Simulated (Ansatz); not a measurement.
# Ge: the cost of one run

Method: DFT PBEsol, scalar-relativistic, plane waves, PAW, and further levels as typed in the inputs, in Ansatz 0.2.0.

## Step 1: The starting structure

The structure is monoclinic, space group P2_1/m (No. 11). Conventional cell: a = 8.002 Å, b = 8.002 Å, c = 35.818 Å, α = 90.00°, β = 90.00°, γ = 90.00°. Ge (site symmetry m) is surrounded by 3 Ge at 2.58 to 2.74 Å. Ge (site symmetry m) has 3 Ge at 2.39 to 2.58 Å as nearest neighbours. Ge (site symmetry 1) is surrounded by 4 Ge at 2.39 to 2.74 Å. Ge (site symmetry 1) has 4 Ge at 2.45 Å as nearest neighbours. Only part of the 24 independent sites is listed.

As a file:

```
CELL_PARAMETERS angstrom
8.00162 0.00000 0.00000
0.00000 8.00162 0.00000
0.00000 0.00000 35.81750
ATOMIC_POSITIONS crystal
Ge 0.00000 0.40627 0.19544
Ge 0.50000 0.09373 0.19544
Ge 0.00000 0.09373 0.21358
Ge 0.50000 0.40627 0.21358
Ge 0.25000 0.00000 0.24330
Ge 0.25000 0.50000 0.24330
Ge 0.75000 0.00000 0.24330
Ge 0.75000 0.50000 0.24330
Ge 0.25000 0.25000 0.28279
Ge 0.25000 0.75000 0.28279
Ge 0.75000 0.25000 0.28279
Ge 0.75000 0.75000 0.28279
Ge 0.00000 0.25000 0.32229
Ge 0.00000 0.75000 0.32229
Ge 0.50000 0.25000 0.32229
Ge 0.50000 0.75000 0.32229
Ge 0.00000 0.00000 0.36178
Ge 0.00000 0.50000 0.36178
Ge 0.50000 0.00000 0.36178
Ge 0.50000 0.50000 0.36178
Ge 0.25000 0.00000 0.40127
Ge 0.25000 0.50000 0.40127
Ge 0.75000 0.00000 0.40127
Ge 0.75000 0.50000 0.40127
Ge 0.25000 0.25000 0.44076
Ge 0.25000 0.75000 0.44076
Ge 0.75000 0.25000 0.44076
Ge 0.75000 0.75000 0.44076
Ge 0.00000 0.25000 0.48025
Ge 0.00000 0.75000 0.48025
Ge 0.50000 0.25000 0.48025
Ge 0.50000 0.75000 0.48025
Ge 0.00000 0.00000 0.51975
Ge 0.00000 0.50000 0.51975
Ge 0.50000 0.00000 0.51975
Ge 0.50000 0.50000 0.51975
Ge 0.25000 0.00000 0.55924
Ge 0.25000 0.50000 0.55924
Ge 0.75000 0.00000 0.55924
Ge 0.75000 0.50000 0.55924
Ge 0.25000 0.25000 0.59873
Ge 0.25000 0.75000 0.59873
Ge 0.75000 0.25000 0.59873
Ge 0.75000 0.75000 0.59873
Ge 0.00000 0.25000 0.63822
Ge 0.00000 0.75000 0.63822
Ge 0.50000 0.25000 0.63822
Ge 0.50000 0.75000 0.63822
Ge 0.00000 0.00000 0.67771
Ge 0.00000 0.50000 0.67771
Ge 0.50000 0.00000 0.67771
Ge 0.50000 0.50000 0.67771
Ge 0.25000 0.00000 0.71721
Ge 0.25000 0.50000 0.71721
Ge 0.75000 0.00000 0.71721
Ge 0.75000 0.50000 0.71721
Ge 0.25000 0.25000 0.75670
Ge 0.25000 0.75000 0.75670
Ge 0.75000 0.25000 0.75670
Ge 0.75000 0.75000 0.75670
Ge 0.00000 0.34373 0.78642
Ge 0.50000 0.65627 0.78642
Ge 0.00000 0.65627 0.80456
Ge 0.50000 0.34373 0.80456
```

## Step 2: Relaxing the atoms: Ge64 slab, no spin

Input file input.yaml:

```yaml
crystal:
  lattice:
    - [8.0016203359, 0.0, 0.0]
    - [0.0, 8.0016203359, 0.0]
    - [0.0, 0.0, 35.8175]
  atoms:
    - { symbol: Ge, position: [0.0, 0.4062689845, 0.1954351923] }
    - { symbol: Ge, position: [0.5, 0.0937310155, 0.1954351923] }
    - { symbol: Ge, position: [0.0, 0.0937310155, 0.2135827459] }
    - { symbol: Ge, position: [0.5, 0.4062689845, 0.2135827459] }
    - { symbol: Ge, position: [0.25, 0.0, 0.2433028547] }
    - { symbol: Ge, position: [0.25, 0.5, 0.2433028547] }
    - { symbol: Ge, position: [0.75, 0.0, 0.2433028547] }
    - { symbol: Ge, position: [0.75, 0.5, 0.2433028547] }
    - { symbol: Ge, position: [0.25, 0.25, 0.2827947232] }
    - { symbol: Ge, position: [0.25, 0.75, 0.2827947232] }
    - { symbol: Ge, position: [0.75, 0.25, 0.2827947232] }
    - { symbol: Ge, position: [0.75, 0.75, 0.2827947232] }
    - { symbol: Ge, position: [0.0, 0.25, 0.3222865917] }
    - { symbol: Ge, position: [0.0, 0.75, 0.3222865917] }
    - { symbol: Ge, position: [0.5, 0.25, 0.3222865917] }
    - { symbol: Ge, position: [0.5, 0.75, 0.3222865917] }
    - { symbol: Ge, position: [0.0, 0.0, 0.3617784602] }
    - { symbol: Ge, position: [0.0, 0.5, 0.3617784602] }
    - { symbol: Ge, position: [0.5, 0.0, 0.3617784602] }
    - { symbol: Ge, position: [0.5, 0.5, 0.3617784602] }
    - { symbol: Ge, position: [0.25, 0.0, 0.4012703287] }
    - { symbol: Ge, position: [0.25, 0.5, 0.4012703287] }
    - { symbol: Ge, position: [0.75, 0.0, 0.4012703287] }
    - { symbol: Ge, position: [0.75, 0.5, 0.4012703287] }
    - { symbol: Ge, position: [0.25, 0.25, 0.4407621972] }
    - { symbol: Ge, position: [0.25, 0.75, 0.4407621972] }
    - { symbol: Ge, position: [0.75, 0.25, 0.4407621972] }
    - { symbol: Ge, position: [0.75, 0.75, 0.4407621972] }
    - { symbol: Ge, position: [0.0, 0.25, 0.4802540657] }
    - { symbol: Ge, position: [0.0, 0.75, 0.4802540657] }
    - { symbol: Ge, position: [0.5, 0.25, 0.4802540657] }
    - { symbol: Ge, position: [0.5, 0.75, 0.4802540657] }
    - { symbol: Ge, position: [0.0, 0.0, 0.5197459343] }
    - { symbol: Ge, position: [0.0, 0.5, 0.5197459343] }
    - { symbol: Ge, position: [0.5, 0.0, 0.5197459343] }
    - { symbol: Ge, position: [0.5, 0.5, 0.5197459343] }
    - { symbol: Ge, position: [0.25, 0.0, 0.5592378028] }
    - { symbol: Ge, position: [0.25, 0.5, 0.5592378028] }
    - { symbol: Ge, position: [0.75, 0.0, 0.5592378028] }
    - { symbol: Ge, position: [0.75, 0.5, 0.5592378028] }
    - { symbol: Ge, position: [0.25, 0.25, 0.5987296713] }
    - { symbol: Ge, position: [0.25, 0.75, 0.5987296713] }
    - { symbol: Ge, position: [0.75, 0.25, 0.5987296713] }
    - { symbol: Ge, position: [0.75, 0.75, 0.5987296713] }
    - { symbol: Ge, position: [0.0, 0.25, 0.6382215398] }
    - { symbol: Ge, position: [0.0, 0.75, 0.6382215398] }
    - { symbol: Ge, position: [0.5, 0.25, 0.6382215398] }
    - { symbol: Ge, position: [0.5, 0.75, 0.6382215398] }
    - { symbol: Ge, position: [0.0, 0.0, 0.6777134083] }
    - { symbol: Ge, position: [0.0, 0.5, 0.6777134083] }
    - { symbol: Ge, position: [0.5, 0.0, 0.6777134083] }
    - { symbol: Ge, position: [0.5, 0.5, 0.6777134083] }
    - { symbol: Ge, position: [0.25, 0.0, 0.7172052768] }
    - { symbol: Ge, position: [0.25, 0.5, 0.7172052768] }
    - { symbol: Ge, position: [0.75, 0.0, 0.7172052768] }
    - { symbol: Ge, position: [0.75, 0.5, 0.7172052768] }
    - { symbol: Ge, position: [0.25, 0.25, 0.7566971453] }
    - { symbol: Ge, position: [0.25, 0.75, 0.7566971453] }
    - { symbol: Ge, position: [0.75, 0.25, 0.7566971453] }
    - { symbol: Ge, position: [0.75, 0.75, 0.7566971453] }
    - { symbol: Ge, position: [0.0, 0.3437310155, 0.7864172541] }
    - { symbol: Ge, position: [0.5, 0.6562689845, 0.7864172541] }
    - { symbol: Ge, position: [0.0, 0.6562689845, 0.8045648077] }
    - { symbol: Ge, position: [0.5, 0.3437310155, 0.8045648077] }
scf:
  occupations: { method: gaussian, width: 0.03 }
output:
  forces: true
  stress: false
  write_density: true
  write_potential: true
  elf: true
  volumetric_format: npy
kpoints:
  mp_grid: { grid: [3, 3, 1] }
hamiltonian:
  xc: pbesol
efield:
  axis: 3
  dipole_correction: true
relax:
  f_tol: 0.02
  max_steps: 120
```

The run is started by

```bash
$ ansatz run input.yaml --threads 4 --pin off --max-ram 11776MiB --backend cpu --events-out ev --progress --plain --runs-dir out
```

**Question.** How long does this run take on 4 threads of Arm Neoverse V1, shared host, and how much memory does it need?

About 27 min, with a peak of 8.4 GiB.
